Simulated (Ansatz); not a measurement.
Reaction (formal hydrolysis of a C–C bond): `Cc1ccccc1` + H₂O → `Oc1ccccc1` + CH₄

Calculated with Ansatz (gas phase, PBE0-D4/def2-TZVP geometries, no zero-point term in ΔE). CBS: MP2 limit from def2 TZ/QZ plus the TZ coupled-cluster correction, frozen cores. This one scheme is used for every species. Functionals use def2-TZVPP. B3LYP here is the variant with VWN-RPA as its local correlation; programs differ in this. HSE06 is defined as in plane-wave codes. Each species was taken in one conformer, which may not be the lowest.

`Cc1ccccc1`:

Cartesian coordinates in Å:
```
C -0.168 -1.793 -1.291
C -0.066 -0.574 -0.426
C 0.761 0.488 -0.781
C 0.880 1.605 0.033
C 0.167 1.680 1.220
C -0.665 0.631 1.583
C -0.779 -0.482 0.766
H 0.038 -1.557 -2.337
H 0.554 -2.554 -0.979
H -1.161 -2.242 -1.231
H 1.320 0.439 -1.710
H 1.529 2.421 -0.264
H 0.255 2.554 1.856
H -1.231 0.682 2.507
H -1.435 -1.297 1.056
```

H₂O:

Cartesian coordinates in Å:
```
O -0.294 0.212 0.142
H 0.546 0.530 -0.197
H -0.252 -0.742 0.056
```

`Oc1ccccc1`:

Cartesian coordinates in Å:
```
O 0.697 -2.307 0.605
C 0.319 -1.045 0.282
C 0.477 -0.059 1.248
C 0.104 1.243 0.963
C -0.425 1.577 -0.276
C -0.580 0.587 -1.234
C -0.211 -0.721 -0.962
H 0.537 -2.888 -0.144
H 0.891 -0.330 2.211
H 0.230 2.008 1.721
H -0.715 2.598 -0.492
H -0.992 0.831 -2.207
H -0.334 -1.493 -1.716
```

CH₄:

```xyz
5

C     0.000    0.000    0.000
H     0.381   -0.859   -0.552
H    -1.078    0.071   -0.138
H     0.474    0.909   -0.369
H     0.223   -0.121    1.060
```

```json
{"level": "LDA (SPW92)", "ΔE (kJ/mol)": "5.0", "difference from CCSD(T)/CBS": "-21.6"}
{"level": "PBE-D4", "ΔE (kJ/mol)": "9.7", "difference from CCSD(T)/CBS": "-16.9"}
{"level": "revPBE-D4", "ΔE (kJ/mol)": "13.5", "difference from CCSD(T)/CBS": "-13.1"}
{"level": "BLYP-D4", "ΔE (kJ/mol)": "9.5", "difference from CCSD(T)/CBS": "-17.1"}
{"level": "r2SCAN-D4", "ΔE (kJ/mol)": "7.8", "difference from CCSD(T)/CBS": "-18.8"}
{"level": "B97M-V", "ΔE (kJ/mol)": "7.7", "difference from CCSD(T)/CBS": "-18.9"}
{"level": "PBE0-D4", "ΔE (kJ/mol)": "14.7", "difference from CCSD(T)/CBS": "-11.9"}
{"level": "B3LYP-D4", "ΔE (kJ/mol)": "12.6", "difference from CCSD(T)/CBS": "-14.0"}
{"level": "r2SCANh-D4", "ΔE (kJ/mol)": "10.0", "difference from CCSD(T)/CBS": "-16.6"}
{"level": "r2SCAN0-D4", "ΔE (kJ/mol)": "13.0", "difference from CCSD(T)/CBS": "-13.6"}
{"level": "HSE06-D4", "ΔE (kJ/mol)": "14.4", "difference from CCSD(T)/CBS": "-12.2"}
{"level": "BHLYP-D4", "ΔE (kJ/mol)": "15.7", "difference from CCSD(T)/CBS": "-10.9"}
{"level": "CAM-B3LYP-D4", "ΔE (kJ/mol)": "11.5", "difference from CCSD(T)/CBS": "-15.1"}
{"level": "ωB97X-V", "ΔE (kJ/mol)": "13.3", "difference from CCSD(T)/CBS": "-13.3"}
{"level": "ωB97M-V", "ΔE (kJ/mol)": "15.2", "difference from CCSD(T)/CBS": "-11.4"}
{"level": "B2PLYP", "ΔE (kJ/mol)": "14.7", "difference from CCSD(T)/CBS": "-11.9"}
{"level": "PBE-QIDH", "ΔE (kJ/mol)": "20.0", "difference from CCSD(T)/CBS": "-6.6"}
{"level": "PBE", "ΔE (kJ/mol)": "6.5", "difference from CCSD(T)/CBS": "-20.1"}
{"level": "revPBE", "ΔE (kJ/mol)": "6.2", "difference from CCSD(T)/CBS": "-20.4"}
{"level": "BLYP", "ΔE (kJ/mol)": "3.2", "difference from CCSD(T)/CBS": "-23.4"}
{"level": "r2SCAN", "ΔE (kJ/mol)": "6.8", "difference from CCSD(T)/CBS": "-19.8"}
{"level": "PBE0", "ΔE (kJ/mol)": "11.9", "difference from CCSD(T)/CBS": "-14.7"}
{"level": "B3LYP", "ΔE (kJ/mol)": "7.8", "difference from CCSD(T)/CBS": "-18.8"}
{"level": "r2SCANh", "ΔE (kJ/mol)": "8.9", "difference from CCSD(T)/CBS": "-17.7"}
{"level": "r2SCAN0", "ΔE (kJ/mol)": "11.8", "difference from CCSD(T)/CBS": "-14.8"}
{"level": "CAM-B3LYP", "ΔE (kJ/mol)": "8.6", "difference from CCSD(T)/CBS": "-18.0"}
{"level": "LC-ωPBE", "ΔE (kJ/mol)": "12.8", "difference from CCSD(T)/CBS": "-13.8"}
{"level": "HF/def2-SVP", "ΔE (kJ/mol)": "3.2", "difference from CCSD(T)/CBS": "-23.4"}
{"level": "CCSD/def2-SVP", "ΔE (kJ/mol)": "9.6", "difference from CCSD(T)/CBS": "-17.0"}
{"level": "CCSD(T)/def2-SVP", "ΔE (kJ/mol)": "9.0", "difference from CCSD(T)/CBS": "-17.6"}
{"level": "HF/def2-TZVPP", "ΔE (kJ/mol)": "12.9", "difference from CCSD(T)/CBS": "-13.7"}
{"level": "MP2/def2-TZVPP", "ΔE (kJ/mol)": "28.8", "difference from CCSD(T)/CBS": "2.2"}
{"level": "SCS-MP2/def2-TZVPP", "ΔE (kJ/mol)": "24.9", "difference from CCSD(T)/CBS": "-1.7"}
{"level": "CCSD(T)/def2-TZVPP", "ΔE (kJ/mol)": "22.3", "difference from CCSD(T)/CBS": "-4.3"}
{"level": "HF/def2-QZVPP", "ΔE (kJ/mol)": "13.7", "difference from CCSD(T)/CBS": "-12.9"}
{"level": "MP2/def2-QZVPP", "ΔE (kJ/mol)": "31.7", "difference from CCSD(T)/CBS": "5.1"}
{"level": "SCS-MP2/def2-QZVPP", "ΔE (kJ/mol)": "27.8", "difference from CCSD(T)/CBS": "1.2"}
{"level": "HF/CBS(def2)", "ΔE (kJ/mol)": "13.9", "difference from CCSD(T)/CBS": "-12.7"}
{"level": "MP2/CBS(def2)", "ΔE (kJ/mol)": "33.2", "difference from CCSD(T)/CBS": "6.6"}
{"level": "CCSD/CBS(def2)", "ΔE (kJ/mol)": "26.9", "difference from CCSD(T)/CBS": "0.3"}
{"level": "CCSD(T)/CBS", "ΔE (kJ/mol)": "26.6", "difference from CCSD(T)/CBS": "0"}
```

Largest T1 diagnostic among the species: 0.011.

At CCSD(T), def2-SVP lies −17.6 kJ/mol from the extrapolated value and def2-TZVPP −4.3 kJ/mol. From PBE to PBE0 (25 % exact exchange), in def2-TZVPP and without D4, ΔE moves by +5.4 kJ/mol.

CCSD(T)/CBS has its own doubt, a few kJ/mol and more with outer-core shells, so smaller differences from it don't rank the levels.
